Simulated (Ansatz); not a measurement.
# Zr2COF MXene bilayer (AB) in a perpendicular field, part 2 of 2

Wanted: the out-of-plane response of the Zr2COF MXene bilayer (AB). A positive field points along +c.

Ansatz 0.2.0; plane-wave DFT, PBE-D3(BJ), Ansatz PAW.

So far. Step 10 (Relaxing in the field, field 0.1 V/Å): The dipole is -0.00491 e·Å, 0.0725 e·Å from its value without field. Step 11 (Field on, atoms free, field -0.1 V/Å): The dipole is -0.149 e·Å, -0.0712 e·Å from its value without field.

### 12. Response, atoms relaxed (continued)

Local field over the applied field, running mean. From the potentials at -0.1 and 0.1 V/Å; running mean over 2.5 Å. Local field over applied field against z:

```csv
z (Å),local field over applied field
4.5,1.000
5.0,1.000
5.5,0.999
6.0,0.995
6.5,0.979
7.0,0.891
7.5,0.759
8.0,0.825
8.5,0.667
9.0,0.368
9.5,0.152
10.0,0.149
10.5,-0.125
11.0,-0.0995
11.5,0.0202
12.0,0.0652
12.5,-0.00697
13.0,-0.0263
13.5,-0.0593
14.0,-0.0482
14.5,0.00868
15.0,0.0165
15.5,0.0336
16.0,-0.0176
16.5,-0.0237
17.0,-0.0100
17.5,-0.0118
18.0,0.00650
18.5,0.0719
19.0,0.109
19.5,0.00933
20.0,-0.185
20.5,-0.0640
21.0,0.0662
21.5,0.0475
22.0,0.295
22.5,0.681
23.0,0.743
23.5,0.761
24.0,0.935
24.5,0.982
25.0,0.995
25.5,0.999
26.0,1.000
26.5,1.000
```

Electrons, planar mean, per unit field. The induced electron density by z:

```csv
z (Å),induced electron density (e/Å³ per V/Å)
5,1.2e-6
6,1.5e-5
7,2.6e-4
8,0.00577
9,2.0e-4
10,-0.0145
11,0.00992
12,0.00118
13,-9.9e-4
14,0.00422
15,0.00166
16,-7.2e-4
17,0.00292
18,3.2e-4
19,-3.7e-4
20,-0.0102
21,0.0140
22,-0.0206
23,-0.00303
24,-2.4e-4
25,-1.9e-5
26,-1.3e-6
```

The induced dipole is that of a conductor 14.03 Å thick.

### 13. Varying the input

This step: plane-wave DFT, PBE-D3(BJ), Ansatz PAW (Ansatz 0.2.0).

An input spoilt on purpose, to show how the run answers: it repeats the earlier run at 0.1 V/Å with crystal.lattice to [[6.18207258, -0.0, -0.0], [-3.09103629, 5.3538319, 0.0], [0.0, 0.0, 58.13419413]], and scf.max_iter set to 80.

The cell differs from the one that the last finished run ended in (a 3.271 → 6.182 Å, b 3.271 → 6.182 Å, c 30.763 → 58.134 Å).

The input, input.yaml:

```yaml
crystal:
  lattice:
    - [6.18207258, 0.0, 0.0]
    - [-3.09103629, 5.3538319, 0.0]
    - [0.0, 0.0, 58.13419413]
  atoms:
    - { symbol: F, position: [0.3333333333, 0.6666666667, 0.2925564748] }
    - { symbol: Zr, position: [0.6666666667, 0.3333333333, 0.3356697049] }
    - { symbol: C, position: [0.0, 0.0, 0.3757724734] }
    - { symbol: Zr, position: [0.3333333333, 0.6666666667, 0.4217765867] }
    - { symbol: O, position: [0.6666666667, 0.3333333333, 0.4539573051] }
    - { symbol: F, position: [0.6666666667, 0.3333333333, 0.5479247298] }
    - { symbol: Zr, position: [0.0, 0.0, 0.5894982052] }
    - { symbol: C, position: [0.3333333333, 0.6666666667, 0.6296977508] }
    - { symbol: Zr, position: [0.6666666667, 0.3333333333, 0.6761044287] }
    - { symbol: O, position: [0.0, 0.0, 0.7074435252] }
kpoints:
  mp_grid: { grid: [18, 18, 1] }
  band_path:
    path: [[0, 0, 0], [0.5, 0, 0], [0.33333333, 0.33333333, 0], [0, 0, 0]]
    npoints: 16
hamiltonian:
  xc: pbe
  dispersion: d3bj
scf:
  occupations: { method: fermi_dirac, width: 0.02585 }
  convergence: { dr2_threshold: 1.0e-10 }
  max_iter: 80
efield:
  axis: 3
  dipole_correction: true
  ramp_position: 0.9508
  ramp_width: 0.1055
  amplitude: 0.1
output:
  write_potential: true
  write_density: true
  volumetric_format: npy
```

On the command line:

```console
ansatz run input.yaml --threads 4 --pin off --max-ram 12288MiB --backend cpu --events-out ev --progress --plain --runs-dir out
```

The job ended after 10 min (4 threads of Arm Neoverse V1, shared host; peak memory 3.8 GiB).

Residual by cycle:

cycle, log10 residual and a bar from the least value:
```
        1        2.2 ##############################
        4        1.6 ############################
        8        1.2 ##########################
       11        0.7 #########################
       14       -1.0 ###################
       18       -2.7 #############
       21       -3.0 ############
       25       -4.4 #######
       28       -5.3 ####
       31       -6.4 
       35       -4.6 ######
       38       -5.3 ####
```

The run was cut off at its time limit.

After 38 cycles the residual stands at 5.5e-6.

The fault put into the input: a lattice typed in bohr.

### 14. The same run with other settings

Another changed input: it repeats the earlier run at 0.1 V/Å with scf.mixing.preconditioner to ldos and scf.algorithm to density_mixing.

Edit input.yaml of step 13 so:

```diff
@@ -2,5 +2,5 @@
   lattice:
-    - [6.18207258, 0.0, 0.0]
-    - [-3.09103629, 5.3538319, 0.0]
-    - [0.0, 0.0, 58.13419413]
+    - [3.271411969, 0.0, 0.0]
+    - [-1.6357059845, 2.8331258714, 0.0]
+    - [0.0, 0.0, 30.7632911095]
   atoms:
@@ -27,3 +27,4 @@
   convergence: { dr2_threshold: 1.0e-10 }
-  max_iter: 80
+  mixing: { preconditioner: ldos }
+  algorithm: density_mixing
 efield:
```

The job ended after 38 s (4 threads; peak memory 0.97 GiB).

Numbers from this step:

| Property | Result |
| --- | --- |
| energy at zero smearing | -20002.5406 eV |
| dipole along the normal | -0.008712 e·Å |

Electronic bands along the path, in eV, zero at the Fermi level:

```csv
point,band 37,band 38,band 39,band 40,band 41,band 42,band 43,band 44
Γ,-2.13,-2.13,-2.10,-2.10,0.74,0.74,0.76,0.76
halfway,-2.83,-2.78,-2.44,-2.43,-0.31,-0.26,1.40,1.48
M,-3.30,-3.28,-2.38,-2.37,-0.66,-0.59,2.19,2.22
halfway,-3.38,-3.36,-2.73,-2.70,-0.07,-0.01,2.14,2.16
K,-3.32,-3.28,-3.17,-3.13,0.85,0.85,1.62,1.73
halfway,-2.90,-2.87,-2.73,-2.71,0.30,0.37,0.46,0.50
Γ,-2.13,-2.13,-2.10,-2.10,0.74,0.74,0.76,0.76
```

```csv
quantity,this run,earlier run,difference
dipole along the normal (e·Å),-0.008712,-0.008712,0
```

The dipole moves by under 0.5 % or 5e-5 e·Å.

Of the bands kept, 2 cross the Fermi level on this path.

### 15. Summary of results

| Quantity | Value |
| --- | --- |
| gap without field | none |
| work function, upper face | 5.21 eV |
| step between the vacuum levels | 1.51 eV |
| equivalent conductor thickness, atoms held | 13.4 Å |
| equivalent conductor thickness, atoms relaxed | 14.0 Å |

In words: The induced dipole equals that of a perfect conductor 13.41 Å thick, while the outer atoms lie 12.76 Å apart. The two faces differ: the vacuum level above lies 1.51 eV higher than the one below. Letting the atoms follow the field adds 0.62 Å to the equivalent conductor thickness: the ionic part of the response. There is no gap over 0.03 eV, with or without the field. The first relaxation ran with spin and lost its moment, and the later runs have none; other magnetic states were not tried. Spin-orbit coupling is left out. The MXene's terminations sit over the metal atoms of its far layer; the site over carbon or nitrogen, which some compounds prefer, was not run.

[Logs are printed without paths, hosts, clocks, repeated set-up lines and the standing remarks that a program may print on its own settings, such as how far it seeks lower states.]

[Hosts, paths, dates, database ids (printed as entryN), source tags and the programs' standing remarks are cut or masked in the printed files.]

[Maps of the electrostatic potential energy from Ansatz leave out the sawtooth potential of an applied field or a dipole correction, so their vacuum need not be flat; planar profiles and work functions include it.]
